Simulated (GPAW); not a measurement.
# BaTe (Fm-3m) in GPAW: a series of runs

The runs below take BaTe through band structure, with PBEsol.

Program: GPAW 26.7.0. These are calculated values, not measurements. Logs are shortened: lines on timing, memory, paths and dates and some standing lists are left out, and cuts for length are marked. The log counts tension as positive stress, the text compression.

### Step 1. The crystal as given

The structure is cubic, space group Fm-3m (No. 225). Conventional cell: a = 6.820 Å, b = 6.820 Å, c = 6.820 Å, α = 90.00°, β = 90.00°, γ = 90.00°. Ba (site symmetry m-3m) is surrounded by 6 Te at 3.41 Å. Te (site symmetry m-3m) has 6 Ba at 3.41 Å as nearest neighbours.

### Step 2. Band structure, PBEsol

File run.py:

```python
from ase import Atoms
from ase.dft.bandgap import bandgap
from ase.io import write
from ase.units import GPa
from gpaw import GPAW, PW, setup_paths

setup_paths.insert(0, '.')

atoms = Atoms(['Ba', 'Te'],
              cell=[[0.0, 3.41, 3.41],
                    [3.41, 0.0, 3.41],
                    [3.41, 3.41, 0.0]],
              scaled_positions=[[0.0, 0.0, 0.0],
                                [0.5, 0.5, 0.5]],
              pbc=True)

calc = GPAW(mode=PW(600),
            xc='PBEsol',
            kpts={'size': (7, 7, 7), 'gamma': True},
            occupations={'name': 'fermi-dirac', 'width': 0.05},
            nbands=16,
            convergence={'density': 1e-05, 'energy': 1e-05},
            maxiter=150,
            txt='gpaw.txt')
atoms.calc = calc
energy = atoms.get_potential_energy()
forces = atoms.get_forces()
stress = atoms.get_stress()
calc.write('gs.gpw')
write('result.traj', atoms)
print(f'Energy: {energy:.6f} eV')
print('Forces (eV/A):')
print(forces.round(4))
print('Stress (GPa):', (stress / GPa).round(3))
print('Fermi level:', round(calc.get_fermi_level(), 4), 'eV')
print(f'Gap: {bandgap(calc)[0]:.4f} eV, direct: {bandgap(calc, direct=True)[0]:.4f} eV')

path = atoms.cell.bandpath('GXWKGLUWLK,UX', npoints=80, eps=1e-4)
bs_calc = calc.fixed_density(kpts=path, symmetry='off', nbands=30,
                             convergence={'bands': 'CBM+6.0', 'eigenstates': 1e-6}, txt='bands.txt')
bs = bs_calc.band_structure()
bs.write('bs.json')
print(f'Gap on the path: {bandgap(bs_calc)[0]:.4f} eV')
```

Potentials or basis: PAW data sets generated in the run's folder for this functional, pw.

Started as:

```sh
$ gpaw-setup -f PBEsol Ba Te
$ OMP_NUM_THREADS=1 python run.py
```

gpaw.txt:

```text
__  _  _
 | _ |_)|_||  |
 |__||  | ||/\| - 26.7.0

Input parameters:
  mode=PW(ecut=600.0),
  convergence={'density': 1e-05, 'energy': 1e-05},
  kpts=MonkhorstPack(size=(7, 7, 7), gamma=True),
  maxiter=150,
  nbands=16,
  occupations=Occupations(name='fermi-dirac', width=0.05),
  xc=XC(name='PBEsol')

Diagonalizing LCAO Hamiltonian
Converting LCAO to pw mode

                  Te

       Ba

Atoms  # Å, Bohr magnetons
|   | symbol |        x |        y |        z |    initial magnetic moments |
|---|--------|----------|----------|----------|-----------------------------|
| 0 |     Ba | 0.000000 | 0.000000 | 0.000000 | ( 0.0000,  0.0000,  0.0000) |
| 1 |     Te | 3.410000 | 3.410000 | 3.410000 | ( 0.0000,  0.0000,  0.0000) |

Unit cell  # Å
| periodic |        x |        y |        z |  lengths |    angles |
|----------|----------|----------|----------|----------|-----------|
|      yes | 0.000000 | 3.410000 | 3.410000 | 4.822468 | 60.000000 |
|      yes | 3.410000 | 0.000000 | 3.410000 | 4.822468 | 60.000000 |
|      yes | 3.410000 | 3.410000 | 0.000000 | 4.822468 | 60.000000 |

Number of symmetries: 48
Symmetry operations  # r_c * U_cc + t_c -> r_c
|    | kind |            matrix            |
|----|------|------------------------------|
|  0 |  σ   |  1, 0, 0,  1, 0,-1,  1,-1, 0 |
|  1 |  C2  |  1, 0, 0,  1,-1, 0,  1, 0,-1 |
|  2 |  E   |  1, 0, 0,  0, 1, 0,  0, 0, 1 |
|  3 |  σ   |  1, 0, 0,  0, 0, 1,  0, 1, 0 |
|  4 |  C4  |  1, 0,-1,  1, 0, 0,  1,-1, 0 |
|  5 |  S6  |  1, 0,-1,  1,-1, 0,  1, 0, 0 |
|  6 |  σ   |  1, 0,-1,  0, 1,-1,  0, 0,-1 |
|  7 |  C3  |  1, 0,-1,  0, 0,-1,  0, 1,-1 |
|  8 |  S6  |  1,-1, 0,  1, 0, 0,  1, 0,-1 |
|  9 |  C4  |  1,-1, 0,  1, 0,-1,  1, 0, 0 |
| 10 |  C3  |  1,-1, 0,  0,-1, 1,  0,-1, 0 |
| 11 |  σ   |  1,-1, 0,  0,-1, 0,  0,-1, 1 |
| 12 |  σ   |  0, 1, 0,  1, 0, 0,  0, 0, 1 |
| 13 |  C4  |  0, 1, 0,  0, 1,-1, -1, 1, 0 |
| 14 |  C3  |  0, 1, 0,  0, 0, 1,  1, 0, 0 |
| 15 |  S6  |  0, 1, 0, -1, 1, 0,  0, 1,-1 |
| 16 |  C2  |  0, 1,-1,  1, 0,-1,  0, 0,-1 |
| 17 |  σ   |  0, 1,-1,  0, 1, 0, -1, 1, 0 |
| 18 |  S4  |  0, 1,-1,  0, 0,-1,  1, 0,-1 |
| 19 |  C4  |  0, 1,-1, -1, 1, 0,  0, 1, 0 |
| 20 |  C3  |  0, 0, 1,  1, 0, 0,  0, 1, 0 |
| 21 |  σ   |  0, 0, 1,  0, 1, 0,  1, 0, 0 |
| 22 |  S6  |  0, 0, 1,  0,-1, 1, -1, 0, 1 |
| 23 |  C4  |  0, 0, 1, -1, 0, 1,  0,-1, 1 |
| 24 |  S4  |  0, 0,-1,  1, 0,-1,  0, 1,-1 |
| 25 |  C3  |  0, 0,-1,  0, 1,-1,  1, 0,-1 |
| 26 |  C2  |  0, 0,-1,  0,-1, 0, -1, 0, 0 |
| 27 |  S6  |  0, 0,-1, -1, 0, 0,  0,-1, 0 |
| 28 |  S4  |  0,-1, 1,  1,-1, 0,  0,-1, 0 |
| 29 |  C4  |  0,-1, 1,  0, 0, 1, -1, 0, 1 |
| 30 |  C2  |  0,-1, 1,  0,-1, 0,  1,-1, 0 |
| 31 |  σ   |  0,-1, 1, -1, 0, 1,  0, 0, 1 |
| 32 |  C3  |  0,-1, 0,  1,-1, 0,  0,-1, 1 |
| 33 |  S6  |  0,-1, 0,  0, 0,-1, -1, 0, 0 |
| 34 |  S4  |  0,-1, 0,  0,-1, 1,  1,-1, 0 |
| 35 |  C2  |  0,-1, 0, -1, 0, 0,  0, 0,-1 |
| 36 |  C2  | -1, 1, 0,  0, 1, 0,  0, 1,-1 |
| 37 |  S6  | -1, 1, 0,  0, 1,-1,  0, 1, 0 |
| 38 |  S4  | -1, 1, 0, -1, 0, 1, -1, 0, 0 |
| 39 |  C3  | -1, 1, 0, -1, 0, 0, -1, 0, 1 |
| 40 |  S6  | -1, 0, 1,  0, 0, 1,  0,-1, 1 |
| 41 |  C2  | -1, 0, 1,  0,-1, 1,  0, 0, 1 |
| 42 |  C3  | -1, 0, 1, -1, 1, 0, -1, 0, 0 |
| 43 |  S4  | -1, 0, 1, -1, 0, 0, -1, 1, 0 |
| 44 |  C2  | -1, 0, 0,  0, 0,-1,  0,-1, 0 |
| 45 |  i   | -1, 0, 0,  0,-1, 0,  0, 0,-1 |
| 46 |  σ   | -1, 0, 0, -1, 1, 0, -1, 0, 1 |
| 47 |  C2  | -1, 0, 0, -1, 0, 1, -1, 1, 0 |

BZ-sampling:
  Number of BZ points: 343
  Number of IBZ points: 20

  Monkhorst-Pack size: [7, 7, 7]
  Monkhorst-Pack shift: [0, 0, 0]

K-points  # in reciprocal-cell coordinates
|     |                                coordinates |     weight |
|-----|--------------------------------------------|------------|
|   0 | (  0.00000000,   0.00000000,   0.00000000) | 0.00291545 |
|   1 | (  0.14285714,   0.14285714,   0.00000000) | 0.01749271 |
|   2 | (  0.14285714,   0.14285714,   0.14285714) | 0.02332362 |
|   3 | (  0.28571429,   0.14285714,   0.14285714) | 0.03498542 |
|   4 | (  0.28571429,   0.28571429,   0.00000000) | 0.01749271 |
|   5 | (  0.28571429,   0.28571429,   0.14285714) | 0.06997085 |
|   6 | (  0.28571429,   0.28571429,   0.28571429) | 0.02332362 |
|   7 | (  0.42857143,  -0.28571429,  -0.28571429) | 0.03498542 |
|   8 | (  0.42857143,   0.28571429,  -0.42857143) | 0.13994169 |
|   9 | (  0.42857143,   0.28571429,  -0.28571429) | 0.06997085 |
| ... |                                            |            |
|  19 | (  0.42857143,   0.42857143,   0.42857143) | 0.02332362 |

Plane wave coefficients: 2685
Cutoff: 600.0 eV

Spin-components: 1 (collinear spins)
Bands:           16
Projectors:      11
Spin-degeneracy: 2
Datatype:        complex128

Parallelization:
  kpt:    1
  domain: 1
  band:   1

Density:
  Valence electrons: 16.0
  Components: 1
  Grid points: [28 28 28]
  Charge: 0.0  # |e|

Potential:
  Grid points: [28 28 28]

species:
  Ba:
    name:    Barium
    Z:       56.0
    valence: 10
    core:    46
    charge:  0.0  # [|e|]
    compensation charges:
      type: gauss
      rc: 0.37  # [Å]
      lmax: 2
    cutoffs:
      filter: 2.06  # [Å]
      core: 2.33  # [Å]
    projectors
    | kind |    occ | energy [eV] | rcut [Å] |
    |------|--------|-------------|----------|
    |   5s |  2.000 |     -33.673 |    1.164 |
    |   6s |  2.000 |      -3.245 |    1.164 |
    |   5p |  6.000 |     -18.749 |    1.164 |
    |    p |        |       0.000 |    1.164 |
    |    d |        |       0.000 |    1.164 |
    |    d |        |      27.211 |    1.164 |

    Using partial waves for Ba as LCAO basis

  Te:
    name:    Tellurium
    Z:       52.0
    valence: 6
    core:    46
    charge:  0.0  # [|e|]
    compensation charges:
      type: gauss
      rc: 0.36  # [Å]
      lmax: 2
    cutoffs:
      filter: 2.09  # [Å]
      core: 3.17  # [Å]
    projectors
    | kind |    occ | energy [eV] | rcut [Å] |
    |------|--------|-------------|----------|
    |   5s |  2.000 |     -15.132 |    1.180 |
    |   5p |  4.000 |      -5.970 |    1.196 |
    |    s |        |      12.080 |    1.180 |
    |    p |        |      21.241 |    1.196 |
    |    d |        |       0.000 |    1.238 |

    Using partial waves for Te as LCAO basis

Reference energy: -405902.636605  # eV

eigensolver:
  PPCG
  Converge bands: occupied
  niter=2

density mixing:
  MSR1-Mixer
  Pratt-step length: 0.05
  Maximum mixing coefficient: 0.75
  Old densities: 10
  SVD Regularization: 0.005
  Good broyden scale: 1.0
  Trust region scale: 1.0
  Backstep threshold: 4.0
  History deletion threshold: 6.0
  Fourier metric: weight=20.0, sigma=0.015

occupation numbers:
  Fermi-Dirac:
    width: 0.0500  # eV

poisson solver:
  ecut: 4800.0  # eV

xc functional:
  name: PBEsol with 2 nearest neighbor stencil

convergence criteria:
[... 6 lines left out ...]
|iter     | |      energy | eigst |  dens |
|---------|-|-------------|-------|-------|
|iter:   1| |   -9.292099 | -0.16 |       |
|iter:   2| |   -9.297030 | -1.97 | -1.17 |
|iter:   3| |   -9.203234 | -2.50 | -1.21 |
|iter:   4| |   -9.198582 | -3.31 | -1.65 |
|iter:   5| |   -9.198959 | -4.76 | -2.21 |
|iter:   6| |   -9.199053 | -5.37 | -2.75 |
|iter:   7| |   -9.199054c| -7.14 | -3.80 |
|iter:   8| |   -9.199055c| -7.77c| -4.22 |
|iter:   9| |   -9.199055c| -8.43c| -5.19c|

Converged in 9 steps
Energy contributions relative to reference atoms: (reference = -405902.636605)

Energy contributions:
  Kinetic:          18.378054
  Coulomb:         -16.226309
  Zero:              0.129613
  External:          0.000000
  Xc:              -11.480413
  Entropy:          -0.000000
  Spinorbit:         0.000000
  ----------------------------
  Free energy:      -9.199055
  Extrapolated:     -9.199055

dipole moment: (-41.211270, -41.211270, -41.211270)  # |e|*Ang

Fermi level: 5.867
Eigenvalues  # (at kpt = [0.000, 0.000, 0.000])
| band index |      eig [eV] | occ [0-2] |
|------------|---------------|-----------|
|          0 |       -21.525 |     2.000 |
|          1 |        -6.714 |     2.000 |
|          2 |        -6.714 |     2.000 |
|          3 |        -6.714 |     2.000 |
|          4 |        -4.506 |     2.000 |
|          5 |         5.222 |     2.000 |
[... 8 lines left out ...]
|         14 |        12.006 |     0.000 |
|         15 |        18.526 |     0.000 |

Gap: 1.319 eV
Transition (v -> c):
  (s=0, k=0, n=7, [0.00, 0.00, 0.00]) -> (s=0, k=16, n=8, [0.43, 0.43, 0.00])
Direct/indirect transitions are different
Direct gap: 1.699 eV
Transition at: (s=0, k=16, n=7, [0.43, 0.43, 0.00])

Forces  # eV/Ang
|        x |       y |       z |
|----------|---------|---------|
|  0.00000 | 0.00000 | 0.00000 |  # Ba   0
| -0.00000 | 0.00000 | 0.00000 |  # Te   1

Stress tensor  # eV/Ang^3
|         x |         y |         z |
|-----------|-----------|-----------|
| -0.013416 |  0.000000 |  0.000000 |
|  0.000000 | -0.013416 |  0.000000 |
|  0.000000 |  0.000000 | -0.013416 |

# Writing to gs.gpw (mode='')
```

Wall time 74 s (1 thread of Intel Xeon Platinum 8259CL at 2.50GHz (Skylake/Cascade Lake), shared host); peak memory 0.34 GiB.

Results:

* Free energy: -9.1991 eV
* Pressure: 2.1 GPa
* Band gap on the k mesh: 1.32 eV, indirect (least direct gap 1.70 eV)
* Band gap along the path: 1.27 eV, indirect (least direct gap 1.64 eV)

Levels at the corners of the path, in eV from the valence-band top:
```tsv
point	band 6	band 7	band 8	band 9	band 10	band 11
Γ	0.00	0.00	0.00	2.83	2.83	2.83
X	-1.15	-0.38	-0.38	1.27	4.57	4.92
W	-1.44	-0.99	-0.99	3.48	3.48	5.03
K	-1.39	-1.10	-0.85	2.44	5.14	5.33
Γ	0.00	0.00	0.00	2.83	2.83	2.83
L	-2.48	-1.29	-1.29	4.19	4.91	5.03
U	-1.39	-1.10	-0.85	2.44	5.14	5.33
W	-1.44	-0.99	-0.99	3.48	3.48	5.03
L	-2.48	-1.29	-1.29	4.19	4.91	5.03
K	-1.39	-1.10	-0.85	2.44	5.14	5.33
U	-1.39	-1.10	-0.85	2.44	5.14	5.33
X	-1.15	-0.38	-0.38	1.27	4.57	4.92
```

Caveat: spin-orbit coupling is left out, which moves the levels of the heavy elements. A hybrid or GW would open this gap; PBEsol tends to underestimate it.

### Step 3. Band structure, PBEsol, spin-orbit coupling, no magnetisation

Changes to run.py since step 2:

```diff
@@ -1 +1,2 @@
+import numpy as np
 from ase import Atoms
@@ -5,2 +6,3 @@
 from gpaw import GPAW, PW, setup_paths
+from gpaw.spinorbit import soc_eigenstates
 
@@ -43 +45,7 @@
 print(f'Gap on the path: {bandgap(bs_calc)[0]:.4f} eV')
+
+soc = soc_eigenstates(bs_calc, theta=54.7, phi=45)
+np.savetxt('soc_bands.dat', soc.eigenvalues(), fmt='%.4f')
+mesh = soc_eigenstates('gs.gpw', theta=54.7, phi=45)
+np.savetxt('soc_mesh.dat', mesh.eigenvalues(), fmt='%.4f')
+print('Fermi level with spin-orbit coupling:', round(mesh.fermi_level, 4), 'eV')
```

Potentials or basis: PAW data sets generated in the run's folder for this functional, pw.

Started as:

```sh
$ gpaw-setup -f PBEsol Ba Te
$ OMP_NUM_THREADS=1 python run.py
```

Run time: 75 s. Hardware: 1 thread of Intel Xeon Platinum 8259CL at 2.50GHz (Skylake/Cascade Lake), shared host; peak memory 0.38 GiB.

Results (log left out):

```
Free energy             : -9.1991 eV
Pressure                : 2.1 GPa
Band gap on the k mesh  : 0.99 eV, indirect (least direct gap 1.36 eV)
Band gap along the path : 0.94 eV, indirect (least direct gap 1.30 eV)
```

Levels at the corners of the path, in eV from the valence-band top:
| point | band 13 | band 14 | band 15 | band 16 | band 17 | band 18 | band 19 | band 20 |
| --- | --- | --- | --- | --- | --- | --- | --- | --- |
| Γ | 0.00 | 0.00 | 0.00 | 0.00 | 2.48 | 2.48 | 2.48 | 2.48 |
| X | -0.98 | -0.98 | -0.36 | -0.36 | 0.94 | 0.94 | 4.24 | 4.24 |
| W | -1.26 | -1.26 | -1.21 | -1.21 | 3.08 | 3.08 | 3.22 | 3.22 |
| K | -1.38 | -1.38 | -1.06 | -1.06 | 2.11 | 2.11 | 4.80 | 4.80 |
| Γ | 0.00 | 0.00 | 0.00 | 0.00 | 2.48 | 2.48 | 2.48 | 2.48 |
| L | -1.79 | -1.79 | -1.41 | -1.41 | 3.86 | 3.86 | 4.53 | 4.53 |
| U | -1.38 | -1.38 | -1.06 | -1.06 | 2.11 | 2.11 | 4.80 | 4.80 |
| W | -1.26 | -1.26 | -1.21 | -1.21 | 3.08 | 3.08 | 3.22 | 3.22 |
| L | -1.79 | -1.79 | -1.41 | -1.41 | 3.86 | 3.86 | 4.53 | 4.53 |
| K | -1.38 | -1.38 | -1.06 | -1.06 | 2.11 | 2.11 | 4.80 | 4.80 |
| U | -1.38 | -1.38 | -1.06 | -1.06 | 2.11 | 2.11 | 4.80 | 4.80 |
| X | -0.98 | -0.98 | -0.36 | -0.36 | 0.94 | 0.94 | 4.24 | 4.24 |

Caveat: spin-orbit coupling was added after a scalar SCF, so levels and gaps hold it while energy, forces, pressure and moments don't; this program's spin-orbit splittings come out too wide for heavy elements. As with any semilocal functional, this PBEsol gap is likely too small.

### Step 4. Band structure, PBEsol

Changes to run.py since step 3:

```diff
@@ -1,2 +1 @@
-import numpy as np
 from ase import Atoms
@@ -6,3 +5,2 @@
 from gpaw import GPAW, PW, setup_paths
-from gpaw.spinorbit import soc_eigenstates
 
@@ -45,7 +43 @@
 print(f'Gap on the path: {bandgap(bs_calc)[0]:.4f} eV')
-
-soc = soc_eigenstates(bs_calc, theta=54.7, phi=45)
-np.savetxt('soc_bands.dat', soc.eigenvalues(), fmt='%.4f')
-mesh = soc_eigenstates('gs.gpw', theta=54.7, phi=45)
-np.savetxt('soc_mesh.dat', mesh.eigenvalues(), fmt='%.4f')
-print('Fermi level with spin-orbit coupling:', round(mesh.fermi_level, 4), 'eV')
```

Started as:

```sh
$ gpaw-setup -f PBEsol Ba Te
$ OMP_NUM_THREADS=1 python run.py
```

It took 36 s on 1 thread of Intel Xeon 6975P-C (Granite Rapids), shared host; peak memory 0.34 GiB.

The run converged. Its results:

```
Free energy             : -9.1991 eV
Pressure                : 2.1 GPa
Band gap on the k mesh  : 1.32 eV, indirect (least direct gap 1.70 eV)
Band gap along the path : 1.27 eV, indirect (least direct gap 1.64 eV)
```

Levels at the corners of the path, in eV from the valence-band top:
```csv
point,band 6,band 7,band 8,band 9,band 10,band 11
Γ,0.00,0.00,0.00,2.83,2.83,2.83
X,-1.15,-0.38,-0.38,1.27,4.57,4.92
W,-1.44,-0.99,-0.99,3.48,3.48,5.03
K,-1.39,-1.10,-0.85,2.44,5.14,5.33
Γ,0.00,0.00,0.00,2.83,2.83,2.83
L,-2.48,-1.29,-1.29,4.19,4.91,5.03
U,-1.39,-1.10,-0.85,2.44,5.14,5.33
W,-1.44,-0.99,-0.99,3.48,3.48,5.03
L,-2.48,-1.29,-1.29,4.19,4.91,5.03
K,-1.39,-1.10,-0.85,2.44,5.14,5.33
U,-1.39,-1.10,-0.85,2.44,5.14,5.33
X,-1.15,-0.38,-0.38,1.27,4.57,4.92
```

Caveat: spin-orbit coupling is left out, which moves the levels of the heavy elements.

### Step 5. The reference run

An earlier run on the cell as given: functional PBEsol; potentials or basis PAW data sets generated in the run's folder for this functional; cutoff 600 eV; basis pw; k mesh 7 × 7 × 7; occupations fermi-dirac, width 0.05 eV; no spin polarisation.

* Pressure: 2.1 GPa
* Band gap on the k mesh: 1.32 eV, indirect (least direct gap 1.70 eV)

### Step 6. Overview

```csv
task,spin,band path,band points,spin axis theta (degrees),spin axis phi (degrees),soc after scf,gap on the mesh (eV),pressure (GPa)
band structure,off,"GXWKGLUWLK,UX",80,-,-,-,1.32,2.1
band structure,"SOC, no magnetisation","GXWKGLUWLK,UX",80,54.7,45,second variation,0.99,2.1
single point,off,-,-,-,-,-,1.32,2.1
```

Alike in all rows: level PBEsol; potentials or basis PAW data sets generated in the run's folder for this functional, pw; cell as given; k mesh 7 × 7 × 7; cutoff (eV) 600; smearing fermi-dirac 0.05 eV.

Caveats: spin-orbit coupling is left out, which moves the levels of the heavy elements (some runs); spin-orbit coupling was added after a scalar SCF, so levels and gaps hold it while energy, forces, pressure and moments don't (some runs); this program's spin-orbit splittings come out too wide for heavy elements (some runs); an odd mesh through Γ misses points on the zone boundary, where band edges often lie (some runs).

Total energies depend on the potentials used, so only differences within one code and one set of settings carry meaning.
